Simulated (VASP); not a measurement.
# Co (Cmce) in VASP: a series of runs

One crystal, Co, is run at these levels: PBE; tasks: single point.

Program: VASP 6.6.1. These are calculated values, not measurements. Logs are shortened: lines on timing, memory, paths and dates and some standing lists are left out, and cuts for length are marked.

## Step 1: The crystal as given

It takes space group Cmce (No. 64, orthorhombic). Conventional cell: a = 2.785 Å, b = 8.835 Å, c = 3.686 Å, α = 90.00°, β = 90.00°, γ = 90.00°. Co (site symmetry m) is surrounded by 3 Co at 1.82 to 1.85 Å.

The cell was built by a generator and needn't be a form met in nature.

## Step 2: Single point, PBE, collinear spin, typed start

INCAR

```
SYSTEM = Co
ALGO = Fast
EDIFF = 1E-6
ENCUT = 520
GGA = PE
ISIF = 2
ISMEAR = 0
ISPIN = 2
LASPH = .True.
LCHARG = .False.
LMAXMIX = 4
LORBIT = 11
LREAL = .False.
LWAVE = .False.
MAGMOM = 3 3 3 3
NBANDS = 30
NELM = 150
PREC = Accurate
SIGMA = 0.1
```

KPOINTS

```
k-points
0
Gamma
  6 6 6
  0 0 0
```

POSCAR

```
Co
1.0
    1.3926417893     -4.4177458573      0.0000000000
    1.3926417893      4.4177458573      0.0000000000
    0.0000000000      0.0000000000      3.6856622581
Co
4
Direct
    0.0980000000      0.9020000000      0.9100000000
    0.5980000000      0.4020000000      0.5900000000
    0.9020000000      0.0980000000      0.0900000000
    0.4020000000      0.5980000000      0.4100000000
```

Potentials or basis: VASP PAW PBE potentials, release 64 (Co).

Command:

```console
$ cat potpaw_PBE.64/Co/POTCAR > POTCAR
$ mpirun -np 1 vasp_std > vasp.out
```

OUTCAR:

```text
SYSTEM = Co
   EDIFF = 1E-6
   ENCUT = 520
   GGA = PE
   ISIF = 2
   ISMEAR = 0
   ISPIN = 2
   LASPH = .True.
   LORBIT = 11
   LREAL = .False.
   NELM = 150
   PREC = Accurate

 ion  position               nearest neighbor table
   1  0.098  0.902  0.910-   2 1.82   2 1.82   3 1.85   2 2.87   2 2.87   4 2.89   4 2.89   4 2.89
                             4 2.89   3 3.10   3 3.10
   2  0.598  0.402  0.590-   1 1.82   1 1.82   4 1.85   1 2.87   1 2.87   3 2.89   3 2.89   3 2.89
                             3 2.89   4 3.10   4 3.10
   3  0.902  0.098  0.090-   4 1.82   4 1.82   1 1.85   4 2.87   4 2.87   2 2.89   2 2.89   2 2.89
                             2 2.89   1 3.10   1 3.10
   4  0.402  0.598  0.410-   3 1.82   3 1.82   2 1.85   3 2.87   3 2.87   1 2.89   1 2.89   1 2.89
                             1 2.89   2 3.10   2 3.10

  LATTYP: Found a base centered orthorhombic cell.
 ALAT       =     2.7852835786
 B/A-ratio  =     3.1722054381
 C/A-ratio  =     1.3232628399

  Lattice vectors:

 A1 = (   1.3926417893,  -4.4177458573,   0.0000000000)
 A2 = (   1.3926417893,   4.4177458573,   0.0000000000)
 A3 = (   0.0000000000,   0.0000000000,   3.6856622581)

Analysis of symmetry for initial positions (statically):
=====================================================================
 Subroutine PRICEL returns:
 Original cell was already a primitive cell.

 Routine SETGRP: Setting up the symmetry group for a
 base centered orthorhombic supercell.

 Subroutine GETGRP returns: Found  8 space group operations
 (whereof  4 operations were pure point group operations)
 out of a pool of  8 trial point group operations.

The static configuration has the point symmetry C_2h.
 The point group associated with its full space group is D_2h.

Analysis of symmetry for dynamics (positions and initial velocities):
=====================================================================
 Subroutine PRICEL returns:
 Original cell was already a primitive cell.

 Routine SETGRP: Setting up the symmetry group for a
 base centered orthorhombic supercell.

 Subroutine GETGRP returns: Found  8 space group operations
 (whereof  4 operations were pure point group operations)
 out of a pool of  8 trial point group operations.

The dynamic configuration has the point symmetry C_2h.
 The point group associated with its full space group is D_2h.

Analysis of structural, dynamic, and magnetic symmetry:
=====================================================================
 Subroutine PRICEL returns:
 Original cell was already a primitive cell.

 Routine SETGRP: Setting up the symmetry group for a
 base centered orthorhombic supercell.

 Subroutine GETGRP returns: Found  8 space group operations
 (whereof  4 operations were pure point group operations)
 out of a pool of  8 trial point group operations.

The overall configuration has the point symmetry C_2h.
 The point group associated with its full space group is D_2h.

 Subroutine INISYM returns: Found  8 space group operations
 (whereof  4 operations are pure point group operations),
 and found     1 'primitive' translations

----------------------------------------------------------------------------------------

                                     Primitive cell

  volume of cell :      45.3509

  direct lattice vectors                    reciprocal lattice vectors
     1.392641789 -4.417745857  0.000000000     0.359029870 -0.113179892  0.000000000
     1.392641789  4.417745857  0.000000000     0.359029870  0.113179892  0.000000000
     0.000000000  0.000000000  3.685662258     0.000000000  0.000000000  0.271321659

  length of vectors
     4.632054578  4.632054578  3.685662258     0.376446723  0.376446723  0.271321659

  position of ions in fractional coordinates (direct lattice)
     0.098000000  0.902000000  0.910000000
     0.598000000  0.402000000  0.590000000
     0.902000000  0.098000000  0.090000000
     0.402000000  0.598000000  0.410000000

  ion indices of the primitive-cell ions
   primitive index   ion index
                 1           1
                 2           2
                 3           3
                 4           4

----------------------------------------------------------------------------------------

 KPOINTS: k-points

[... 22 lines left out ...]
 Following reciprocal coordinates:
            Coordinates               Weight
  0.000000  0.000000  0.000000      1.000000
  0.166667 -0.000000  0.000000      4.000000
  0.333333 -0.000000  0.000000      4.000000
  0.500000  0.000000  0.000000      2.000000
  0.166667  0.166667  0.000000      2.000000
  0.333333  0.166667  0.000000      4.000000
[... 16 lines left out ...]
  0.333333  0.333333  0.166667      4.000000
  0.500000  0.333333  0.166667      8.000000
 [... further k-points ...]
   k-points           NKPTS =     52   k-points in BZ     NKDIM =     52   number of bands    NBANDS=     30
   number of dos      NEDOS =    301   number of ions     NIONS =      4
   total plane-waves  NPLWV =  36288
   dimension x,y,z NGX =    36 NGY =   36 NGZ =   28
   dimension x,y,z NGXF=    72 NGYF=   72 NGZF=   56
   ions per type =               4
   NGX,Y,Z   is equivalent  to a cutoff of  12.92, 12.92, 12.63 a.u.
   NGXF,Y,Z  is equivalent  to a cutoff of  25.84, 25.84, 25.26 a.u.
 SYSTEM =  Co
   PREC   = accura    normal or accurate (medium, high low for compatibility)
   ISTART =      0    job   : 0-new  1-cont  2-samecut
   ICHARG =      2    charge: 1-file 2-atom 10-const
   ISPIN  =      2    spin polarized calculation?
   LNONCOLLINEAR =      F non collinear calculations
   LSORBIT =      F    spin-orbit coupling
   LASPH  =      T    aspherical Exc in radial PAW
   ENCUT  =  520.0 eV  38.22 Ry    6.18 a.u.   8.61  8.61  6.85*2*pi/ulx,y,z
   NELM   =    150;   NELMIN=  2; NELMDL= -5     # of ELM steps
   EDIFF  = 0.1E-05   stopping-criterion for ELM
   LREAL  =      F    real-space projection
   EDIFFG = 0.1E-04   stopping-criterion for IOM
   NSW    =      0    number of steps for IOM
   IBRION =     -1    ionic relax: 0-MD 1-quasi-New 2-CG
   NFREE  =      0    steps in history (QN), initial steepest desc. (CG)
   ISIF   =      2    stress and relaxation
   ISYM   =      2    0-nonsym 1-usesym 2-fastsym
   POTIM  = 0.5000    time-step for ionic-motion
   TEBEG  =    0.0;   TEEND  =   0.0 temperature during run
   PSTRESS=    0.0 pullay stress
   NELECT =      36.0000    total number of electrons
   NUPDOWN=      -1.0000    fix difference up-down
   EMIN   =  10.00;   EMAX   =-10.00  energy-range for DOS
   EFERMI =   0.00;   METHOD = LEGACY
   ISMEAR =     0;   SIGMA  =   0.10  broadening in eV -4-tet -1-fermi 0-gaus
   EFERMI_NEDOS =   21; number of points for ismear=-14 and -15
   IALGO  =     68    algorithm
   IMIX   =      4    mixing-type and parameters
     AMIX     =   0.40;   BMIX     =  1.00
     AMIX_MAG =   1.60;   BMIX_MAG =  1.00
  volume/ion in A,a.u.               =      11.34        76.51
  Fermi-wavevector in a.u.,A,eV,Ry     =   1.515818  2.864481 31.262170  2.297705
  Thomas-Fermi vector in A             =   2.625291
   LORBIT       =     11    0 simple, 1 ext, 2 COOP (PROOUT), +10 PAW based schemes
   GGA     = PE    functional components
   LHFCALC =     F    Hartree Fock is set to
   AEXX    =    0.0000 exact exchange contribution
   IVDW    =     0    specifies the selected vdW correction
   LEPSILON=     F    determine dielectric tensor
   LRPA    =     F    only Hartree local field effects (RPA)
 spin polarized calculation
 RMM-DIIS sequential band-by-band and
 Gauss-broadening in eV      SIGMA  =   0.10
  energy-cutoff  :      520.00
  volume of cell :       45.35
 maximum number of plane-waves:      1240
 NGX is ok and might be reduce to    36
   NGX = 17   NGY = 17   NGZ = 13

 number of electron      36.0000000 magnetization      12.0000000

 number of electron      35.9999997 magnetization       3.6900773

 Free energy of the ion-electron system (eV)
  ---------------------------------------------------
  ext. energy  EPLUGINS =         0.00000000
  ---------------------------------------------------
  free energy    TOTEN  =       -18.03232011 eV

  energy without entropy =      -18.00513952  energy(sigma->0) =      -18.01872982

 E-fermi :  10.1449     XC(G=0): -12.7974

 val. band max:       10.1392262770   @ k =   0.0000   0.0000   0.5000
 cond. band min:      10.1450169160   @ k =   0.3333   0.1667   0.1667
 fundamental gap:      0.0057906389
 Fermi energy:        10.1448802760

 spin component 1

 k-point     1 :       0.0000    0.0000    0.0000
  band No.  band energies     occupation
      1       1.3008      1.00000
      2       3.3231      1.00000
      3       3.9272      1.00000
      4       4.4078      1.00000
      5       4.6494      1.00000
      6       4.7503      1.00000
[... 781 lines left out ...]
     29      24.0471      0.00000
     30      25.2983      0.00000

 [... further k-points ...]

 spin component 2

 k-point     1 :       0.0000    0.0000    0.0000
  band No.  band energies     occupation
      1       1.4129      1.00000
      2       4.0127      1.00000
      3       4.6264      1.00000
      4       5.2570      1.00000
      5       5.3792      1.00000
      6       5.4374      1.00000
[... 781 lines left out ...]
     29      24.2880      0.00000
     30      25.6047      0.00000

 [... further k-points ...]
[... 5 lines left out ...]
  --------------------------------------------------------------------------------------
  -------------------------------------------------------------------------------------
  Total       31.2298888     17.1965616     24.0534230      0.0000000     -0.0000000      0.0000000
  in kB     1103.3043688    607.5283098    849.7707704      0.0000000     -0.0000000      0.0000000
  external PRESSURE =     853.5344830 kB  Pullay stress =       0.0000000 kB

 VOLUME and BASIS-vectors are now :
 -----------------------------------------------------------------------------
  energy-cutoff  :      520.00
  volume of cell :       45.35
      direct lattice vectors                 reciprocal lattice vectors
     1.392641789 -4.417745857  0.000000000     0.359029870 -0.113179892  0.000000000
     1.392641789  4.417745857  0.000000000     0.359029870  0.113179892  0.000000000
     0.000000000  0.000000000  3.685662258     0.000000000  0.000000000  0.271321659

 POSITION                                       TOTAL-FORCE (eV/Angst)
 -----------------------------------------------------------------------------------
      1.39264      3.55187      3.35395         0.000000     -6.846977      7.927241
      1.39264     -0.86588      2.17454         0.000000     -6.846977     -7.927241
      1.39264     -3.55187      0.33171         0.000000      6.846977     -7.927241
      1.39264      0.86588      1.51112         0.000000      6.846977      7.927241
 -----------------------------------------------------------------------------------
    total drift:                               -0.000000     -0.000000      0.000000

  FREE ENERGIE OF THE ION-ELECTRON SYSTEM (eV)
  ---------------------------------------------------
  free  energy   TOTEN  =       -18.0323201142 eV

  energy  without entropy=      -18.0051395224  energy(sigma->0) =      -18.01872982

 total charge

# of ion       s       p       d       tot
------------------------------------------
    1        0.641   0.619   7.677   8.937
    2        0.641   0.619   7.677   8.937
    3        0.641   0.619   7.677   8.937
    4        0.641   0.619   7.677   8.937
--------------------------------------------------
tot          2.564   2.475  30.709  35.748

 magnetization (x)

# of ion       s       p       d       tot
------------------------------------------
    1       -0.004   0.001   0.889   0.885
    2       -0.004   0.001   0.889   0.885
    3       -0.004   0.001   0.889   0.885
    4       -0.004   0.001   0.889   0.885
--------------------------------------------------
tot         -0.018   0.005   3.554   3.542
```

Wall time 80 s (1 thread of Intel Xeon 6975P-C (Granite Rapids), shared host); peak memory 0.27 GiB.

What came out:

- Free energy: -18.0323 eV
- Pressure: 85.4 GPa
- Largest force: 10.475 eV/Å
- Band gap on the k mesh: none (metal or under the smearing width)
- Net moment: 3.69 μB per cell
- Site moments: Co +0.89 μB
- Valence electrons inside the program's atomic spheres: Co 8.94

Forces on the atoms (eV/Å):
```
Co   0.000 -6.847  7.927
Co   0.000 -6.847 -7.927
Co   0.000  6.847 -7.927
Co   0.000  6.847  7.927
```

Stress tensor (GPa, compression positive):
```
110.33   0.00   0.00
  0.00  60.75   0.00
  0.00   0.00  84.98
```

Caveat: the k mesh is coarse (spacing up to 0.39 Å⁻¹), so the values aren't converged; a pressure of tens of GPa on the cell as given is suspect, and the run, the potentials or the cell itself is likely at fault; forces of over 1 eV/Å show positions far from the minimum, so gaps and moduli don't describe the material at rest.

## Step 3: Single point, PBE, collinear spin, typed start

This run uses another cell than the first one, of 11.63 Å³/atom, 1.025 times its volume.

INCAR

```
SYSTEM = Co
ALGO = Normal
EDIFF = 1E-6
ENCUT = 520
GGA = PE
ISIF = 2
ISMEAR = 0
ISPIN = 2
LASPH = .TRUE.
LCHARG = .FALSE.
LMAXMIX = 4
LORBIT = 11
LREAL = .FALSE.
LWAVE = .FALSE.
MAGMOM = 0.88 0.88 0.88 0.88
NBANDS = 30
NELM = 150
PREC = Accurate
SIGMA = 0.1
```

KPOINTS

```
k-points
0
G
  6 6 6
  0 0 0
```

POSCAR

```
Co
1.0
    1.2704595568     -4.4048589369      0.0000000000
    1.2704595568      4.4048589369      0.0000000000
    0.0000000000      0.0000000000      4.1552358066
Co
4
Direct
    0.1344084782      0.8655915218      0.9999998828
    0.6344084782      0.3655915218      0.5000001172
    0.8655915218      0.1344084782      0.0000001172
    0.3655915218      0.6344084782      0.4999998828
```

Potentials or basis: VASP PAW PBE potentials, release 64 (Co).

Command:

```console
$ cat potpaw_PBE.64/Co/POTCAR > POTCAR
$ mpirun -np 1 vasp_std > vasp.out
```

It took 73 s on 1 thread of Intel Xeon 6975P-C (Granite Rapids), shared host; peak memory 0.28 GiB.

Results (log left out):

| Item | Value |
| --- | --- |
| Free energy | -26.8852 eV |
| Pressure | -0.7 GPa |
| Band gap on the k mesh | none (metal or under the smearing width) |
| Net moment | 6.90 μB per cell |
| Site moments | Co +1.74 μB |
| Valence electrons inside the program's atomic spheres | Co 8.22 |

Forces on the atoms (eV/Å):
```
Co   0.000 -0.003  0.000
Co   0.000 -0.003  0.000
Co   0.000  0.003  0.000
Co   0.000  0.003  0.000
```

Stress tensor (GPa, compression positive):
```
-0.71  0.00  0.00
 0.00 -0.96  0.00
 0.00  0.00 -0.49
```

Levels at points of the mesh, in eV from the Fermi level:
Spin up:
| k point | band 19 | band 20 | band 21 | band 22 | band 23 | band 24 | band 25 | band 26 |
| --- | --- | --- | --- | --- | --- | --- | --- | --- |
| (0.00, 0.00, 0.00) | -1.05 | -0.62 | -0.54 | -0.38 | -0.37 | 4.34 | 5.54 | 7.05 |
| (0.50, 0.00, 0.00) | -0.76 | -0.76 | 1.04 | 1.04 | 4.08 | 4.08 | 9.05 | 9.05 |
| (0.50, 0.50, 0.00) | -0.89 | -0.66 | -0.65 | -0.50 | 2.67 | 3.67 | 5.84 | 6.14 |
| (0.00, 0.00, 0.50) | -1.71 | -1.71 | -1.33 | -1.33 | 2.97 | 2.97 | 4.95 | 4.95 |
| (0.50, 0.00, 0.50) | -0.67 | -0.67 | 1.04 | 1.04 | 2.95 | 2.95 | 4.99 | 4.99 |
| (0.50, 0.50, 0.50) | -1.21 | -1.21 | -1.17 | -1.17 | -0.77 | -0.77 | 12.67 | 12.67 |
Spin down:
```csv
k point,band 12,band 13,band 14,band 15,band 16,band 17,band 18,band 19
"(0.00, 0.00, 0.00)",-0.50,-0.42,-0.34,0.01,0.20,0.26,0.35,0.70
"(0.50, 0.00, 0.00)",-0.93,-0.59,-0.59,-0.04,-0.04,0.54,0.54,1.05
"(0.50, 0.50, 0.00)",-0.85,-0.54,-0.49,-0.30,0.04,0.58,0.86,1.03
"(0.00, 0.00, 0.50)",-0.71,-0.42,-0.42,0.00,0.00,0.01,0.01,0.52
"(0.50, 0.00, 0.50)",-0.42,0.07,0.07,0.68,0.68,1.17,1.17,1.21
"(0.50, 0.50, 0.50)",-0.87,-0.85,-0.85,-0.24,-0.24,0.19,0.19,0.70
```

Caveat: the k mesh is coarse (spacing up to 0.43 Å⁻¹), so the values aren't converged.

(Continued in part 2 of 2.)
